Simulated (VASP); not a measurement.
**Si: single point with PBE**

Si:

```xyz
4
Lattice="-3.3254 3.3254 1.9224 3.3254 -3.3254 1.9224 3.3254 3.3254 -1.9224" Properties=species:S:1:pos:R:3 pbc="T T T"
Si    1.1892    1.1892    0.0000
Si    2.1363    2.1363    1.9224
Si    2.1363   -2.1363    1.9224
Si   -2.1363    2.1363    1.9224
```

This isn't the form of Si at room conditions, which is diamond.

* Program: VASP 6.6.1
* Task: single point
* Functional: PBE
* Potentials or basis: VASP PAW PBE potentials, release 64 (Si)
* Cutoff: 520 eV
* k mesh: 12 × 12 × 12
* Occupations: gaussian, width 0.03 eV
* Spin: no spin polarisation
* Dipole correction: no
* Further INCAR settings: ALGO = Fast; EDIFF = 1e-06; NBANDS = 16

| Property | Result |
| --- | --- |
| Pressure | 1.3 GPa |
| Largest force | 0.008 eV/Å |
| Band gap on the k mesh | 0.26 eV, indirect (least direct gap 0.39 eV) |

Forces in eV/Å, atoms in the order of the input:
```
Si  -0.006 -0.006  0.000
Si   0.006  0.006  0.000
Si   0.006 -0.006  0.000
Si  -0.006  0.006  0.000
```

Levels at points of the mesh, in eV from the valence-band top:
| k point | band 6 | band 7 | band 8 | band 9 | band 10 | band 11 |
| --- | --- | --- | --- | --- | --- | --- |
| (0.00, 0.00, 0.00) | -1.49 | -1.49 | -0.56 | 1.43 | 1.59 | 1.59 |
| (0.50, 0.00, 0.00) | -3.48 | -2.38 | -1.43 | 0.85 | 2.38 | 3.04 |
| (0.50, 0.50, 0.00) | -2.01 | -1.88 | -1.63 | 1.63 | 1.91 | 1.97 |
| (0.50, 0.50, 0.50) | -0.23 | 0.00 | 0.00 | 0.39 | 3.21 | 3.48 |

Run time: 3.9 min on 1 thread of Intel(R) Xeon(R) Platinum 8175M CPU @ 2.50GHz (Skylake/Cascade Lake) (shared host), peak memory 0.33 GiB.

A k mesh can miss the band edges.
